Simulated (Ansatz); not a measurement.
# ZnS (Wurtzite-6H) (P6_3mc) in Ansatz: a series of runs

Aim: see how the results for ZnS (Wurtzite-6H) move with the level of theory and the settings. Levels: LDA, PBEsol. Tasks: band structure.

Everything below comes from runs of Ansatz 0.2.0. Logs are shortened: lines on timing, memory, paths and dates and some standing lists are left out, and cuts for length are marked.

**What was measured.**

A printed reference work, monograph reports, for a bulk crystal of ZnS at 4 K: band gap 3.911 eV (direct).

The results are compared with them further down.

### Step 1. The structure

Symmetry: P6_3mc, No. 186, hexagonal system. Conventional cell: a = 3.812 Å, b = 3.812 Å, c = 18.690 Å, α = 90.00°, β = 90.00°, γ = 120.00°. Zn (site symmetry 3m) has 4 S at 2.33 to 2.34 Å as nearest neighbours. Zn (site symmetry 3m) is surrounded by 4 S at 2.33 to 2.34 Å. Around Zn (site symmetry 3m) lie 4 S at 2.33 to 2.34 Å. S (site symmetry 3m) is surrounded by 4 Zn at 2.33 to 2.34 Å. Around S (site symmetry 3m) lie 4 Zn at 2.33 to 2.34 Å. Around S (site symmetry 3m) lie 4 Zn at 2.33 to 2.34 Å.

### Step 2. Band structure, LDA

File input.yaml:

```yaml
crystal:
  lattice:
    - [3.812, 0.0, 0.0]
    - [-1.906, 3.3012888392, 0.0]
    - [0.0, 0.0, 18.68999]
  atoms:
    - { symbol: Zn, position: [0.3333333333, 0.6666666667, 0.83333] }
    - { symbol: Zn, position: [0.6666666667, 0.3333333333, 0.33333] }
    - { symbol: Zn, position: [0.6666666667, 0.3333333333, 0.66667] }
    - { symbol: Zn, position: [0.3333333333, 0.6666666667, 0.16667] }
    - { symbol: Zn, position: [0.0, 0.0, 0.5] }
    - { symbol: Zn, position: [0.0, 0.0, 0.0] }
    - { symbol: S, position: [0.3333333333, 0.6666666667, 0.95833] }
    - { symbol: S, position: [0.6666666667, 0.3333333333, 0.45833] }
    - { symbol: S, position: [0.6666666667, 0.3333333333, 0.79167] }
    - { symbol: S, position: [0.3333333333, 0.6666666667, 0.29167] }
    - { symbol: S, position: [0.0, 0.0, 0.625] }
    - { symbol: S, position: [0.0, 0.0, 0.125] }
hamiltonian:
  xc: lda
  pseudopotentials: { kind: paw }
kpoints:
  mp_grid: { grid: [8, 8, 2] }
  band_path:
    path:
      - [[0.0, 0.0, 0.0], [0.5, 0.0, 0.0], [0.3333333333, 0.3333333333, 0.0], [0.0, 0.0, 0.0], [0.0, 0.0, 0.5], [0.5, 0.0, 0.5], [0.3333333333, 0.3333333333, 0.5], [0.0, 0.0, 0.5]]
      - [[0.5, 0.0, 0.5], [0.5, 0.0, 0.0]]
      - [[0.3333333333, 0.3333333333, 0.0], [0.3333333333, 0.3333333333, 0.5]]
    npoints: 10
scf:
  occupations: { method: fermi_dirac, width: 0.05 }
  n_extra_bands: 30
output:
  forces: true
  stress: true
  eigenvalues: true
  fatbands: true
```

Potentials or basis: Ansatz PAW.

Started as:

```
$ ansatz run input.yaml --threads 4 --pin off --max-ram 11264MiB --backend cpu --events-out ev --progress --plain --runs-dir out
```

Output:

```text
Warning: RAYON_NUM_THREADS=4 ignored (pool sized by the plan → 4); use --threads N
scf.n_extra_bands = 30 over 54 filled bands (N_el = 108.0): the run solves 84 bands
Engine: ansatz 0.2.0, x86_64-unknown-linux-gnu
Pseudopotentials: kind: paw
Pseudopotential: Zn, paw, valence charge 12, recommended cutoff 420 eV (normal), Zn.paw.azcp
Pseudopotential: S, paw, valence charge 6, recommended cutoff 420 eV (normal), S.paw.azcp
Functional definition: SPW92
  exchange = slater_x
  correlation = pw_c
Crystal: 12 atoms, lattice volume = 235.204 Å³
Basis set: ecut = 420 eV, 4611 PW (Γ)
Bands: 84, of which v1, the nominal top of the filled ones, is band 54 counted from 1 (53 counted from 0)
Symmetry: 12 space group operations
Space group: P63mc (ITA 186), of the structure as read, at distance tolerance 6.2e-5 Å
k-points: 20 of 128
Non-local potential: Zn, projectors of the file, l = 0: 2, l = 1: 2, l = 2: 3, l = 3: 1
Non-local potential: S, projectors of the file, l = 0: 2, l = 1: 2, l = 2: 2
PAW form: soft (Blöchl's): semilocal exchange-correlation on the pseudo side does not see the compensation charge
PAW frozen core: Zn, regenerated for the run's functional, and the local potential with it (the file was generated under x = pbe(κ = 0.804, μ = 0.2195149727645171), c = pbe(β = 0.06672455060314922))
PAW frozen core: S, regenerated for the run's functional, and the local potential with it (the file was generated under x = pbe(κ = 0.804, μ = 0.2195149727645171), c = pbe(β = 0.06672455060314922))
PAW one-centre angular grid: Zn, 590 points (default); XC on 64 Gauss nodes
PAW one-centre angular grid: S, 110 points (default); XC on 64 Gauss nodes
Initial density: superposition of atomic densities (neutral atoms: chi_scale 0, normalization atom), corrected by the library's trained network
Initial wavefunctions: pseudopotential atomic-orbital guess
Functional: x = slater, c = lda
SCF iter   1: F=—  HF=-24704.497851 eV  |F-HF|=—  |Δ(HF+E_count)|=         —  Δρ=7.17e-3  dr2=1.16e-1  ethr=1.77e-3  ⟨swp⟩=7.6  Hψ=8137  notcnv=0  defer=141
preconditioner: auto → Resta (q_TF=auto, 2.396 Å⁻¹)  ε∞=4.8  [insulator: Δε(μ)=1.839 eV  Ē_g=12.992 eV  σ=0.050 eV  W_gap=1.00  n_scr=68 (ndim 8)  ℏωp=25.2 eV  f_vac=0.030  D(μ)=0.00/eV (n_scr^D=0)  ε∞_Penn≈4.8]
SCF iter   2: F=—  HF=-24704.466712 eV  |F-HF|=—  |Δ(HF+E_count)|=   3.11e-2  Δρ=3.17e-3  dr2=2.61e-2  ethr=1.08e-4  ⟨swp⟩=2.0  Hψ=2921  notcnv=0  defer=286
SCF iter   3: F=—  HF=-24704.461124 eV  |F-HF|=—  |Δ(HF+E_count)|=   5.59e-3  Δρ=2.06e-3  dr2=5.20e-3  ethr=2.42e-5  ⟨swp⟩=2.0  Hψ=2290  notcnv=0  defer=286
SCF iter   4: F=—  HF=-24704.458508 eV  |F-HF|=—  |Δ(HF+E_count)|=   2.62e-3  Δρ=4.67e-4  dr2=3.78e-4  ethr=4.81e-6  ⟨swp⟩=2.0  Hψ=2052  notcnv=0  defer=286
SCF iter   5: F=—  HF=-24704.458473 eV  |F-HF|=—  |Δ(HF+E_count)|=   3.55e-5  Δρ=7.83e-5  dr2=2.41e-5  ethr=3.50e-7  ⟨swp⟩=2.9  Hψ=2294  notcnv=0  defer=286
SCF iter   6: F=—  HF=-24704.458452 eV  |F-HF|=—  |Δ(HF+E_count)|=   2.14e-5  Δρ=3.65e-5  dr2=2.76e-6  ethr=2.23e-8  ⟨swp⟩=2.1  Hψ=2045  notcnv=0  defer=286
SCF iter   7: F=—  HF=-24704.458452 eV  |F-HF|=—  |Δ(HF+E_count)|=   3.26e-7  Δρ=6.86e-6  dr2=1.13e-7  ethr=2.56e-9  ⟨swp⟩=2.8  Hψ=2204  notcnv=0  defer=286
SCF iter   8: F=-24704.458452 eV  HF=-24704.458452 eV  |F-HF|=9.01e-8  |Δ(HF+E_count)|=   1.56e-8  Δρ=5.81e-6  dr2=4.80e-8  ethr=9.26e-11  ⟨swp⟩=11.6  Hψ=9115  notcnv=0
SCF 1 converged in 8 iterations: F = -24704.458452 eV  dr2 = 4.80e-8
NSCF: frozen V_eff on 93 k-points
SCF converged after 8 iterations
Free energy (F): -24704.458452 eV
Harris-Foulkes:  -24704.458452 eV  (|F-HF|=9.01e-8)
Internal energy: -24704.458452 eV  (E = F + TS)
E sigma→0 (E₀):  -24704.458452 eV
Fermi energy:    6.588136 eV
--- Per-component energies (eV) ---
  E_band       = -3.847831
  E_kinetic    = 1432.583400
  E_local      = -12256.147861  (includes V_loc(G=0)·N_el)
  E_nonlocal   = 3878.051228
  E_hartree    = 5106.204155
  E_xc         = -1390.212511
  E_vxc        = -847.131170  (∫ρ·V_xc dr)
  E_paw        = -13951.821913  (= ΣΔE_a)
  E_vpaw       = -2423.612944  (= ΣTr[D̂ρ^β])
  E_aug_tail   = -0.002228  (compensation charges beyond the density's cutoff)
  E_ewald      = -7533.374756
  E_core_change = 10.262033  (= ΣΔE_core)
  E_smearing   = -0.000000  (= −TS)
  E_closure    = -0.000000  (closes the sum)
  Σ components = -24704.458452   (vs F -24704.458452, Δ=0.00e0)
--- Forces (eV/Å), atoms counted from 1 ---
  atom   1  Zn     0.00000000    -0.00000000     0.00233818
  atom   2  Zn     0.00000000     0.00000000     0.00233818
  atom   3  Zn    -0.00000000    -0.00000000     0.01175173
  atom   4  Zn    -0.00000000     0.00000000     0.01175173
  atom   5  Zn     0.00000000     0.00000000    -0.00738312
  atom   6  Zn     0.00000000    -0.00000000    -0.00738312
  atom   7  S      0.00000000     0.00000000    -0.02734654
  atom   8  S      0.00000000    -0.00000000    -0.02734654
  atom   9  S     -0.00000000     0.00000000    -0.00696520
  atom  10  S      0.00000000    -0.00000000    -0.00696520
  atom  11  S      0.00000000     0.00000000     0.02760797
  atom  12  S      0.00000000    -0.00000000     0.02760797
  max |Σ_I F_I| component: 6.05e-6 eV/Å
--- Stress (GPa, compression-positive) ---
       -4.128109       0.000000       0.000000
        0.000000      -4.128109       0.000000
        0.000000       0.000000      -4.068943
  P = ⅓ Tr σ = -4.1084 GPa (-41.084 kbar)
--- Band table (eV; the first three rows and the last of 20) ---
  k-point 0: bands = ["-7.5843", "-7.3778", "-7.3702", "-6.9000", "-6.8921", "-6.6184", "-0.9180", "-0.9153", "-0.9120", "-0.9120", "-0.9080", "-0.8926", "-0.8926", "-0.8739", "-0.8739", "-0.8386", "-0.8386", "-0.8242", "-0.8242", "-0.8090", "-0.8090", "-0.7643", "-0.7564", "-0.4450", "-0.4450", "-0.4411", "-0.4411", "-0.4254", "-0.4254", "-0.4204", "-0.4204", "-0.4021", "-0.4021", "-0.3922", "-0.3922", "-0.2199", "0.1667", "1.5869", "1.5961", "3.8207", "3.8383", "4.7001", "4.7001", "4.8950", "4.8950", "4.9080", "4.9080", "5.3390", "5.3390", "5.3504", "5.3504", "5.5711", "5.5955", "5.5955", "7.5053", "8.5926", "8.6398", "8.7152", "8.7475", "8.8777", "11.6998", "11.7658", "11.7658", "11.7902", "11.8695", "11.9974", "11.9974", "12.2155", "12.2155", "12.3089", "12.3089", "12.5801", "12.5801", "12.7346", "12.7346", "13.1584", "13.2862", "14.3713", "15.9673", "15.9673", "16.3339", "16.3339", "16.7633", "16.9398"]
  k-point 1: bands = ["-7.5295", "-7.5295", "-7.1460", "-7.1460", "-6.6959", "-6.6959", "-0.9174", "-0.9174", "-0.9051", "-0.9051", "-0.9051", "-0.9051", "-0.8751", "-0.8751", "-0.8559", "-0.8559", "-0.8559", "-0.8559", "-0.8142", "-0.8142", "-0.8142", "-0.8142", "-0.5164", "-0.5164", "-0.4429", "-0.4429", "-0.4429", "-0.4429", "-0.4238", "-0.4238", "-0.4238", "-0.4238", "-0.3964", "-0.3964", "-0.3964", "-0.3964", "0.6957", "0.6957", "2.6657", "2.6657", "4.7529", "4.7529", "4.7529", "4.7529", "4.9488", "4.9488", "5.1152", "5.1152", "5.1152", "5.1152", "5.5259", "5.5259", "5.5259", "5.5259", "8.0136", "8.0136", "8.6499", "8.6499", "8.9130", "8.9130", "11.7554", "11.7554", "11.8539", "11.8539", "11.8539", "11.8539", "12.2936", "12.2936", "12.2972", "12.2972", "12.2972", "12.2972", "12.6480", "12.6480", "12.6480", "12.6480", "14.0472", "14.0472", "16.1969", "16.1969", "16.1969", "16.1969", "16.8524", "16.8524"]
  k-point 2: bands = ["-7.4765", "-7.2786", "-7.2709", "-6.8237", "-6.8159", "-6.5589", "-0.9321", "-0.9278", "-0.9106", "-0.8953", "-0.8913", "-0.8696", "-0.8618", "-0.8516", "-0.8510", "-0.8381", "-0.8283", "-0.8105", "-0.8040", "-0.7960", "-0.7780", "-0.7459", "-0.7334", "-0.4607", "-0.4539", "-0.4532", "-0.4429", "-0.4398", "-0.4295", "-0.4272", "-0.4126", "-0.4058", "-0.3974", "-0.3888", "-0.3873", "-0.1831", "0.3229", "1.6372", "1.6453", "3.5669", "3.5923", "3.9179", "4.2012", "4.2212", "4.4490", "4.6041", "4.6731", "4.6811", "4.8271", "4.9194", "5.1754", "5.1837", "5.4376", "5.4641", "8.3324", "9.1803", "9.3064", "9.3377", "9.4093", "9.5903", "11.0668", "11.1189", "11.4542", "11.8379", "12.0114", "12.0383", "12.0749", "12.2584", "12.3137", "12.3319", "12.5059", "12.7621", "12.8014", "12.9540", "13.0157", "13.2559", "13.3553", "14.2239", "14.9937", "15.4208", "15.8636", "16.1638", "16.3090", "16.5420"]
  k-point 19: bands = ["-6.4543", "-6.4543", "-6.3898", "-6.3898", "-6.3295", "-6.3295", "-0.8412", "-0.8412", "-0.8074", "-0.8074", "-0.7559", "-0.7559", "-0.7253", "-0.7253", "-0.6932", "-0.6932", "-0.6419", "-0.6419", "-0.5466", "-0.5466", "-0.5202", "-0.5202", "-0.4806", "-0.4806", "-0.4445", "-0.4445", "-0.4213", "-0.4213", "-0.4031", "-0.4031", "-0.1958", "-0.1958", "-0.1545", "-0.1545", "-0.0863", "-0.0863", "0.6773", "0.6773", "0.8997", "0.8997", "1.0456", "1.0456", "2.2729", "2.2729", "2.6136", "2.6136", "3.0263", "3.0263", "3.5071", "3.5071", "3.8876", "3.8876", "4.1549", "4.1549", "9.8281", "9.8281", "10.1395", "10.1395", "10.5562", "10.5562", "11.3577", "11.3577", "11.5725", "11.5725", "12.0206", "12.0206", "12.6731", "12.6731", "13.4109", "13.4109", "13.8817", "13.8817", "14.2970", "14.2970", "14.9567", "14.9567", "15.1530", "15.1530", "16.0055", "16.0055", "16.4682", "16.4682", "16.6955", "16.6955"]
```

Run time: 65 s. Hardware: 4 threads of Intel Xeon at 2.70GHz, shared host; peak memory 1.3 GiB.

What came out:

- Free energy: -24704.4585 eV
- Pressure: -4.1 GPa
- Largest force: 0.028 eV/Å
- Band gap on the k mesh: 1.91 eV, direct
- Band gap along the path: 1.91 eV, direct

Forces on the atoms (eV/Å):
```
Zn   0.000  0.000  0.002
Zn   0.000  0.000  0.002
Zn   0.000  0.000  0.012
Zn   0.000  0.000  0.012
Zn   0.000  0.000 -0.007
Zn   0.000  0.000 -0.007
S    0.000  0.000 -0.027
S    0.000  0.000 -0.027
S    0.000  0.000 -0.007
S    0.000  0.000 -0.007
S    0.000  0.000  0.028
S    0.000  0.000  0.028
```

Levels at the corners of the path, in eV from the valence-band top:
| point | band 51 | band 52 | band 53 | band 54 | band 55 | band 56 | band 57 | band 58 |
| --- | --- | --- | --- | --- | --- | --- | --- | --- |
| Γ | -0.25 | -0.02 | 0.00 | 0.00 | 1.91 | 3.00 | 3.04 | 3.12 |
| M | -1.29 | -1.28 | -1.12 | -0.89 | 3.22 | 3.35 | 3.39 | 3.67 |
| K | -1.94 | -1.57 | -1.51 | -1.51 | 4.22 | 4.22 | 4.23 | 5.18 |
| Γ | -0.25 | -0.02 | 0.00 | 0.00 | 1.91 | 3.00 | 3.04 | 3.12 |
| A | -0.07 | -0.07 | -0.07 | -0.07 | 2.42 | 2.42 | 3.05 | 3.05 |
| L | -1.24 | -1.24 | -1.00 | -1.00 | 3.15 | 3.15 | 3.65 | 3.65 |
| H | -1.73 | -1.73 | -1.58 | -1.58 | 4.48 | 4.48 | 4.57 | 4.57 |
| A | -0.07 | -0.07 | -0.07 | -0.07 | 2.42 | 2.42 | 3.05 | 3.05 |
| L | -1.24 | -1.24 | -1.00 | -1.00 | 3.15 | 3.15 | 3.65 | 3.65 |
| M | -1.29 | -1.28 | -1.12 | -0.89 | 3.22 | 3.35 | 3.39 | 3.67 |
| K | -1.94 | -1.57 | -1.51 | -1.51 | 4.22 | 4.22 | 4.23 | 5.18 |
| H | -1.73 | -1.73 | -1.58 | -1.58 | 4.48 | 4.48 | 4.57 | 4.57 |

Caveat: the cell's inner coordinates are idealised or old, which leaves forces on the atoms; the PAW data sets come from PBE, with cores solved anew for the run's functional, which leaves a small shift of forces and pressure.

(Part 1 of 2 ends here.)
